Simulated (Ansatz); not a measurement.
# TiC (P-6m2) in Ansatz: settings compared

One crystal, TiC, is run at these levels: BLYP, PBE; tasks: relaxation of cell and atoms, single point.

Everything below comes from runs of Ansatz 0.2.0. Logs are shortened: lines on timing, memory, paths and dates and some standing lists are left out, and cuts for length are marked.

### Step 1. Starting point

It takes space group P-6m2 (No. 187, hexagonal). Conventional cell: a = 3.042 Å, b = 3.042 Å, c = 2.698 Å, α = 90.00°, β = 90.00°, γ = 120.00°. Around Ti (site symmetry -6m2) lie 6 C at 2.21 Å. C (site symmetry -6m2) has 6 Ti at 2.21 Å as nearest neighbours.

The cell was built by a generator and needn't be a form met in nature.

### Step 2. Relaxation of cell and atoms, BLYP

The input, input.yaml:

```yaml
crystal:
  lattice:
    - [3.04209, 0.0, 0.0]
    - [-1.52104, 2.63452, 0.0]
    - [0.0, 0.0, 2.69797]
  atoms:
    - { symbol: Ti, position: [0.0, 0.0, 0.5] }
    - { symbol: C, position: [0.33333, 0.66667, 0.0] }
hamiltonian:
  xc: blyp
  pseudopotentials: { kind: paw }
kpoints:
  mp_grid: { grid: [10, 10, 10] }
scf:
  occupations: { method: fermi_dirac, width: 0.05 }
output:
  forces: true
  stress: true
  eigenvalues: true
relax:
  f_tol: 0.01
  max_steps: 40
  cell: { stress_tol: 0.05 }
```

Potentials or basis: Ansatz PAW.

Run with:

```console
$ ansatz run input.yaml --threads 2 --pin off --max-ram 5632MiB --backend cpu --events-out ev --progress --plain --runs-dir out
```

Standard output:

```text
Warning: the atoms were moved onto the symmetric positions of the space group found under crystal.symmetry.tolerance 1.0e-5 (fractional; no operation is sought that the atoms, as they stand in a round, miss by more than twice it, and no atom is moved by as much as it), and the run uses the moved positions. Before a round's move an operation carried an atom to 1.52e-5 Å from where it should land, the largest such distance. Atom 1 (counting from 0) moved farthest, by 1.76e-5 Å; the longest move in fractions of the cell, of whichever atom, is 0.47 of the tolerance, in 1 round. To run the atoms as typed, lower crystal.symmetry.tolerance until the operations that they miss are no longer found, or set crystal.symmetry.detect: false (a key that needs symmetry detection or time reversal refuses this as the deck is read). The positions used, in the order of the run's atom list: position: [-1.8503646491007004e-17, 5.5510939473021013e-17, 0.5]; position: [0.3333333333333333, 0.6666666666666667, 0.0]; The lattice was moved too: crystal.lattice keeps the space group found at crystal.symmetry.tolerance 1.0e-5 only nearly: the operation that it misses by the most changes a squared length by the fraction 6.65e-6. The run uses the lattice that is a stretch of the typed one, with no rotation, onto the one that keeps every operation to a double's rounding (on a very oblique basis the stretch itself rounds by more); the deck's lattice vector that moved farthest moved by 5.07e-6 Å. To run the lattice as typed, set crystal.symmetry.tolerance under 2.84e-6, the least fraction by which an operation that the lattice misses changes a squared length (the same key also sets how far an atom may lie from its image, so lowering it can lose operations that the atoms keep only within it), or set crystal.symmetry.detect: false, as for the atoms. crystal.lattice made exact, in Å and degrees: [[3.042085831189679, -2.886751345946343e-6, 0.0], [-1.5210404155948394, 2.6345250536786344, 0.0], [0.0, 0.0, 2.69797]]. Pasted over the deck's crystal.lattice, beside positions in fractional coordinates, it runs the same cell (given as lengths and angles, that cell in the form's own orientation, a rigid turn of the misfit's size from the one run here, for which a checkpoint.post_process_only pass over this run's state can be refused: where this run relaxes nothing, give such a pass this deck's own crystal.lattice, as typed; behind a relaxation, as crystal.lattice, the state's own cell, identity.cell in its checkpoint.json), and a matrix so pasted ends this notice, except on a very skew basis of the lattice, where the rounding of the pasted numbers themselves can read as a misfit: the cell is then moved again, and that move is told again. The lattice as run is in this notice's lattice.as_run_ang field (Run.prep()["deck_notices"] in Python, the deck_notice line of an events file, deck_notices of ansatz run --dry-run=json, or deck_notices in record.json in the deck's checkpoint.write directory).
Warning: RAYON_NUM_THREADS=2 ignored (pool sized by the plan → 2); use --threads N
Engine: ansatz 0.2.0, x86_64-unknown-linux-gnu
Pseudopotentials: kind: paw
Pseudopotential: Ti, paw, valence charge 12, recommended cutoff 420 eV (normal), Ti.paw.azcp
Pseudopotential: C, paw, valence charge 4, recommended cutoff 420 eV (normal), C.paw.azcp
Functional definition: BLYP
  parameter beta = 0.0042
  parameter a = 0.04918
  parameter b = 0.132
  parameter c = 0.2533
  parameter d = 0.349
  exchange = b88_x(beta = beta)
  correlation = lyp_c(a = a, b = b, c = c, d = d)
Crystal: 2 atoms, lattice volume = 21.623 Å³
Basis set: ecut = 420 eV, 417 PW (Γ), exchange–correlation on 48×48×40 points (8 copies of the dense FFT grid, shifted against one another)
Bands: 12, of which v1, the nominal top of the filled ones, is band 8 counted from 1 (7 counted from 0)
Symmetry: 12 space group operations
Space group: P-6m2 (ITA 187), of the structure as read, at distance tolerance 2.8e-5 Å
k-points: 84 of 1000 (time reversal used)
Non-local potential: Ti, projectors of the file, l = 0: 3, l = 1: 2, l = 2: 3, l = 3: 1
Non-local potential: C, projectors of the file, l = 0: 2, l = 1: 2, l = 2: 1
PAW form: soft (Blöchl's): semilocal exchange-correlation on the pseudo side does not see the compensation charge
PAW frozen core: Ti, regenerated for the run's functional, and the local potential with it (the file was generated under x = pbe(κ = 0.804, μ = 0.2195149727645171), c = pbe(β = 0.06672455060314922))
PAW frozen core: C, regenerated for the run's functional, and the local potential with it (the file was generated under x = pbe(κ = 0.804, μ = 0.2195149727645171), c = pbe(β = 0.06672455060314922))
PAW one-centre angular grid: Ti, 590 points (default); XC on 64 Gauss nodes
PAW one-centre angular grid: C, 110 points (default); XC on 64 Gauss nodes
Initial density: superposition of atomic densities (neutral atoms: chi_scale 0, normalization atom), corrected by the library's trained network
Initial wavefunctions: pseudopotential atomic-orbital guess
Functional: x = b88, c = lyp
SCF iter   1: F=—  HF=-2758.039616 eV  |F-HF|=—  |Δ(HF+E_count)|=         —  Δρ=2.03e-2  dr2=9.45e-2  ethr=1.77e-3  ⟨swp⟩=4.3  Hψ=5060  notcnv=0
preconditioner: auto → none  [metal: Δε(μ)=0.050 eV  Ē_g=7.108 eV  σ=0.050 eV  W_gap=0.24  n_scr=8 (ndim 8)  ℏωp=22.6 eV  f_vac=0.000  D(μ)=0.32/eV (n_scr^D=0)  sad-step TF]
SCF iter   2: F=—  HF=-2758.023294 eV  |F-HF|=—  |Δ(HF+E_count)|=   1.63e-2  Δρ=1.18e-2  dr2=3.56e-2  ethr=5.91e-4  ⟨swp⟩=2.0  Hψ=2004  notcnv=0
SCF iter   3: F=—  HF=-2758.017149 eV  |F-HF|=—  |Δ(HF+E_count)|=   6.14e-3  Δρ=9.39e-4  dr2=1.37e-4  ethr=2.22e-4  ⟨swp⟩=2.0  Hψ=1669  notcnv=0
SCF iter   4: F=—  HF=-2758.017262 eV  |F-HF|=—  |Δ(HF+E_count)|=   1.12e-4  Δρ=2.70e-4  dr2=1.22e-5  ethr=8.55e-7  ⟨swp⟩=2.0  Hψ=1677  notcnv=0
SCF iter   5: F=—  HF=-2758.017280 eV  |F-HF|=—  |Δ(HF+E_count)|=   1.88e-5  Δρ=2.93e-5  dr2=1.52e-7  ethr=7.63e-8  ⟨swp⟩=2.2  Hψ=1384  notcnv=0
SCF iter   6: F=-2758.017281 eV  HF=-2758.017281 eV  |F-HF|=1.96e-9  |Δ(HF+E_count)|=   1.14e-7  Δρ=6.62e-6  dr2=7.06e-9  ethr=6.25e-10  ⟨swp⟩=4.9  Hψ=4071  notcnv=0
SCF 1 converged in 6 iterations: F = -2758.017281 eV  dr2 = 7.06e-9
[... 57 lines left out ...]
iter 1 solved again at ethr=1.61e-9 eV; its pass at ethr=3.10e-3 eV (dr2=2.57e-7 eV) is discarded
SCF iter   1: F=—  HF=-2758.032613 eV  |F-HF|=—  |Δ(HF+E_count)|=         —  Δρ=2.79e-6  dr2=3.84e-10  ethr=1.61e-9  ⟨swp⟩=3.1  Hψ=7860  notcnv=0
preconditioner: auto → none  [metal: Δε(μ)=0.060 eV  Ē_g=6.907 eV  σ=0.050 eV  W_gap=0.27  n_scr=8 (ndim 8)  ℏωp=22.2 eV  f_vac=0.000  D(μ)=0.45/eV (n_scr^D=0)]
SCF iter   2: F=—  HF=-2758.032624 eV  |F-HF|=—  |Δ(HF+E_count)|=   1.14e-5  Δρ=1.32e-6  dr2=4.80e-11  ethr=2.40e-12  ⟨swp⟩=2.1  Hψ=1699  notcnv=0
iter 3 did not close the SCF: its close was put off for the readings that it lacked (scf_convergence_deferred on its scf_iter line)
SCF iter   3: F=-2758.032624 eV  HF=-2758.032624 eV  |F-HF|=2.36e-11  |Δ(HF+E_count)|=  2.92e-10  Δρ=3.63e-7  dr2=3.76e-12  ethr=1.00e-12  ⟨swp⟩=2.2  Hψ=1240  notcnv=0
iter 4 did not close the SCF: its close was put off for the readings that it lacked (scf_convergence_deferred on its scf_iter line)
SCF iter   4: F=-2758.032624 eV  HF=-2758.032624 eV  |F-HF|=9.09e-13  |Δ(HF+E_count)|=  2.46e-11  Δρ=2.35e-8  dr2=4.45e-14  ethr=1.00e-12  ⟨swp⟩=1.0  Hψ=1008  notcnv=0
iter 5 did not close the SCF: its close was put off for the readings that it lacked (scf_convergence_deferred on its scf_iter line)
SCF iter   5: F=-2758.032624 eV  HF=-2758.032624 eV  |F-HF|=0.00e0  |Δ(HF+E_count)|=    0.00e0  Δρ=6.54e-9  dr2=1.83e-15  ethr=1.00e-12  ⟨swp⟩=1.0  Hψ=1008  notcnv=0
iter 6 did not close the SCF: its close was put off for the readings that it lacked (scf_convergence_deferred on its scf_iter line)
SCF iter   6: F=-2758.032624 eV  HF=-2758.032624 eV  |F-HF|=9.09e-13  |Δ(HF+E_count)|=  9.09e-13  Δρ=1.22e-9  dr2=1.09e-16  ethr=1.00e-12  ⟨swp⟩=1.0  Hψ=1008  notcnv=0
SCF iter   7: F=-2758.032624 eV  HF=-2758.032624 eV  |F-HF|=0.00e0  |Δ(HF+E_count)|=  9.09e-13  Δρ=3.14e-10  dr2=6.96e-18  ethr=1.00e-12  ⟨swp⟩=1.4  Hψ=2390  notcnv=0
SCF 6 converged in 7 iterations: F = -2758.032624 eV  dr2 = 6.96e-18
relax step   6: F+E_penalty+E_count = -2758.03262419 eV  Δ(F+E_penalty+E_count) = -2.236e-5 eV  max|allowed force component| = 1.110e-16 eV/Å  Δτ_max = 0.0000 Å  P = +0.004 GPa  Ω = 22.353 Å³  stress off target by 4.18e-3 GPa  SCF on the basis re-selected at this cell (its energy is not comparable with the rows above)  (7 SCF iters)
basis re-selected at this cell: Δ(F+E_penalty+E_count) = -2.236e-5 eV, ΔP = +0.001 GPa vs the last step (what re-selecting the basis moved, of the pressure what is left beyond the Pulay correction that the steps carried, after the strain that the cell walked since its last selection, with what the two solves' SCF thresholds leave and, on support functions, any second-order correction that the steps lacked; it is no measure of the basis error at this ecutwfc). This SCF's stress stands 4.18e-3 GPa from its target on what of the cell is left free (relax.cell.stress_tol is 5.00e-2 GPa) and its largest allowed force component is 1.11e-16 eV/Å (relax.f_tol is 1.00e-2 eV/Å): within both
SCF converged after 7 iterations
Free energy (F): -2758.032624 eV
Harris-Foulkes:  -2758.032624 eV  (|F-HF|=0.00e0)
Internal energy: -2758.028818 eV  (E = F + TS)
E sigma→0 (E₀):  -2758.030721 eV
Entropy (-TS):   -0.003806 eV (-1.903 meV/atom)
Fermi energy:    13.480164 eV
--- Per-component energies (eV) ---
  E_band       = -126.443698
  E_kinetic    = 361.059132
  E_local      = -863.489295  (includes V_loc(G=0)·N_el)
  E_nonlocal   = 34.185602
  E_hartree    = 348.062573
  E_xc         = -143.511432
  E_vxc        = -178.766338  (∫ρ·V_xc dr)
  E_paw        = -1155.838951  (= ΣΔE_a)
  E_vpaw       = -175.558048  (= ΣTr[D̂ρ^β])
  E_aug_tail   = 0.000103  (compensation charges beyond the density's cutoff)
  E_ewald      = -1338.515138
  E_core_change = 0.018589  (= ΣΔE_core)
  E_smearing   = -0.003806  (= −TS)
  E_closure    = 0.000000  (closes the sum)
  Σ components = -2758.032624   (vs F -2758.032624, Δ=0.00e0)
--- Forces (eV/Å), atoms counted from 1 ---
  atom   1  Ti    -0.00000000    -0.00000000     0.00000000
  atom   2  C     -0.00000000    -0.00000000     0.00000000
  max |Σ_I F_I| component: 7.40e-16 eV/Å
--- Stress (GPa, compression-positive) ---
        0.004178      -0.000000       0.000000
        0.000000       0.004178       0.000000
        0.000000       0.000000       0.002496
  P = ⅓ Tr σ = 0.0036 GPa (0.036 kbar)
--- Band table (eV; the first three rows and the last of 84) ---
  k-point 0: bands = ["-43.1089", "-19.3578", "-19.3578", "-18.9150", "1.7531", "11.8858", "11.8858", "12.6264", "15.7372", "16.5829", "16.5829", "18.8471"]
  k-point 1: bands = ["-43.1003", "-19.3510", "-19.3510", "-18.9837", "1.9423", "11.9875", "11.9875", "12.4319", "15.6459", "16.1856", "16.1856", "18.9936"]
  k-point 2: bands = ["-43.0777", "-19.3331", "-19.3331", "-19.1607", "2.4835", "11.5973", "12.2656", "12.2656", "15.4305", "15.4305", "15.8841", "19.0376"]
  k-point 83: bands = ["-42.9723", "-19.5239", "-19.5147", "-19.4598", "4.9704", "9.3517", "9.8897", "13.0121", "14.5671", "17.3236", "17.8929", "18.2101"]
--- Relaxed structure (4 steps of the walk, 4 accepted, 2 SCFs on fresh bases) ---
  F+E_penalty+E_count = -2758.03262419 eV   max|allowed force component| = 1.110e-16 eV/Å   (the final SCF, on the basis selected at the relaxed cell)
  cell:  # Å, volume = 22.3525 Å³
    - [3.083339675487125, -2.9258986932420596e-6, 0.0]
    - [-1.541667303840965, 2.670251950417664, 0.0]
    - [0.0, 0.0, 2.7148943421352487]
  atoms:
    - { symbol: Ti, position: [-1.8503646491007008e-17, 5.551093947302101e-17, 0.4999999999999999] }
    - { symbol: C, position: [0.3333333333333332, 0.6666666666666666, 0.0] }
```

Run time: 6 s. Hardware: 2 threads of Intel Xeon Platinum 8488C (Sapphire Rapids), shared host; peak memory 0.39 GiB.

Results:

* Free energy: -2758.0326 eV
* Relaxed volume: 11.18 Å³/atom
* Relaxed cell: a = 3.083 Å, b = 3.083 Å, c = 2.715 Å, α = 90.00°, β = 90.00°, γ = 120.00°
* Space group after relaxing (to 0.05 Å): P-6m2 (No. 187)
* Energy gained by relaxing: 7.7 meV/atom
* Ionic steps: 6
* Pressure after relaxing: 0.0 GPa
* Band gap on the k mesh: none (metal or under the smearing width)

The path:
| step | energy change (eV) | largest force (eV/Å) | volume (Å³) |
| --- | --- | --- | --- |
| 1 | 0.0000 | 0.0000 | 21.62 |
| 2 | -0.0137 | 0.0000 | 22.28 |
| 3 | -0.0137 | 0.0000 | 22.34 |
| 4 | -0.0153 | 0.0000 | 22.34 |
| 5 | -0.0153 | 0.0000 | 22.35 |
| 6 | -0.0153 | 0.0000 | 22.35 |

Final structure:
```xyz
2
Lattice="3.0833 0.0000 0.0000 -1.5417 2.6703 0.0000 0.0000 0.0000 2.7149" Properties=species:S:1:pos:R:3 pbc="T T T"
Ti    0.0000    0.0000    1.3574
C     0.0000    1.7802    0.0000
```

Caveat: the plane-wave basis is chosen anew once the cell has moved, so the energies of steps on either side of that aren't comparable; the PAW data sets come from PBE, with cores solved anew for the run's functional, which leaves a small shift of forces and pressure.

### Step 3. Single point, PBE

Changes to input.yaml since step 2:

```diff
@@ -9,3 +9,3 @@
 hamiltonian:
-  xc: blyp
+  xc: pbe
   pseudopotentials: { kind: paw }
@@ -14,3 +14,3 @@
 scf:
-  occupations: { method: fermi_dirac, width: 0.05 }
+  occupations: { method: gaussian, width: 0.012 }
 output:
@@ -19,5 +19 @@
   eigenvalues: true
-relax:
-  f_tol: 0.01
-  max_steps: 40
-  cell: { stress_tol: 0.05 }
```

Potentials or basis: Ansatz PAW.

Run with:

```console
$ ansatz run input.yaml --threads 2 --pin off --max-ram 5632MiB --backend cpu --events-out ev --progress --plain --runs-dir out
```

It took 0.85 s on 2 threads of Intel Xeon Platinum 8488C (Sapphire Rapids), shared host; peak memory 0.37 GiB.

The run converged. Its results:

- Free energy: -2750.9120 eV
- Pressure: 0.1 GPa

Stress tensor (GPa, compression positive):
```
 0.16  0.00  0.00
 0.00  0.16  0.00
 0.00  0.00 -0.07
```

Levels at points of the mesh, in eV from the Fermi level:
```csv
k point,band 6,band 7,band 8,band 9,band 10,band 11
"(0.00, 0.00, 0.00)",-1.60,-1.60,-0.97,2.29,3.33,3.33
"(0.00, 0.00, -0.50)",-5.60,-0.51,-0.51,1.14,1.14,4.70
"(0.00, -0.50, 0.00)",-4.87,-0.76,-0.31,0.21,3.04,3.48
"(0.00, -0.50, -0.50)",-4.01,-2.57,-2.23,1.49,3.29,4.35
```

(Part 1 of 2 ends here.)
